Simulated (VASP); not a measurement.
Runs of VASP 6.6.1 on LiH. Symmetry: Fm-3m, No. 225, cubic system. The conventional cell has a = 4.074 Å, b = 4.074 Å, c = 4.074 Å, α = 90.00°, β = 90.00°, γ = 90.00°. Around Li (site symmetry m-3m) lie 6 H at 2.04 Å. H (site symmetry m-3m) is surrounded by 6 Li at 2.04 Å. 

```tsv
task	level	potentials or basis	k mesh	cutoff (eV)	smearing	ladder	grid for exact exchange (PRECFOCK)	exchange at q = 0	cutoff of the response function	frequency points	mesh quality	gap on the mesh (eV)	pressure (GPa)
single point	PBE	VASP PAW PBE potentials, release 64 (Li_GW, H_GW)	6 × 6 × 6	450	gaussian 0.02 eV	-	-	-	-	-	coarse	(c)	-2.3
band structure	PBEsol	VASP PAW PBE potentials, release 64 (Li_sv, H)	12 × 12 × 12	520	gaussian 0.02 eV	free	-	-	-	-	not flagged	2.79	-
single point	PBE	VASP PAW PBE potentials, release 64 (Li_GW, H_GW)	5 × 5 × 5	450	gaussian 0.02 eV	-	-	-	-	-	coarse	3.98	-2.3
single point	RPBE	VASP PAW PBE potentials, release 64 (Li_GW, H_GW)	11 × 11 × 11	550	gaussian 0.1 eV	-	-	-	-	-	not flagged	3.36	-0.4
band structure	PBE0	VASP PAW PBE potentials, release 64 (Li_sv, H)	8 × 8 × 8	520	gaussian 0.02 eV	gaps	Fast	truncated	-	-	not flagged	(a)	-
single point	PBE	VASP PAW PBE potentials, release 64 (Li_GW, H_GW)	7 × 7 × 7	450	gaussian 0.02 eV	-	-	-	-	-	not flagged	3.49	-2.3
single point	PBE	VASP PAW PBE potentials, release 64 (Li_GW, H_GW)	6 × 6 × 6	500	gaussian 0.02 eV	-	-	-	-	-	coarse	3.02	-2.0
band structure	HSE03	VASP PAW PBE potentials, release 64 (Li_sv, H)	8 × 8 × 8	520	gaussian 0.02 eV	free	Fast	-	-	-	not flagged	3.80	-
single point	PBE	VASP PAW PBE potentials, release 64 (Li_sv, H)	11 × 11 × 11	520	fermi-dirac 0.05 eV	-	-	-	-	-	not flagged	(b)	-
band structure	r2SCAN	VASP PAW PBE potentials, release 64 (Li_sv, H)	12 × 12 × 12	520	gaussian 0.02 eV	free	-	-	-	-	not flagged	3.61	-
single point	RPBE	VASP PAW PBE potentials, release 64 (Li_GW, H_GW)	11 × 11 × 11	550	gaussian 0.05 eV	-	-	-	-	-	not flagged	3.36	-0.4
```

Alike in all rows: no spin polarisation; cell as given.

Task: Estimate the missing entries.

Result: (a) 4.68; (b) 3.20; (c) 3.01.

Caveats: some runs use coarse meshes; the PAW data sets were made with another functional, which shifts forces and pressure a little (some runs); the cutoff is under 1.25 times the usual one of these potentials, so pressure, stress and relaxed cells hold a basis-set (Pulay) error (some runs); an odd mesh through Γ misses points on the zone boundary, where band edges often lie (some runs).

Not every run made on this cell is shown here.
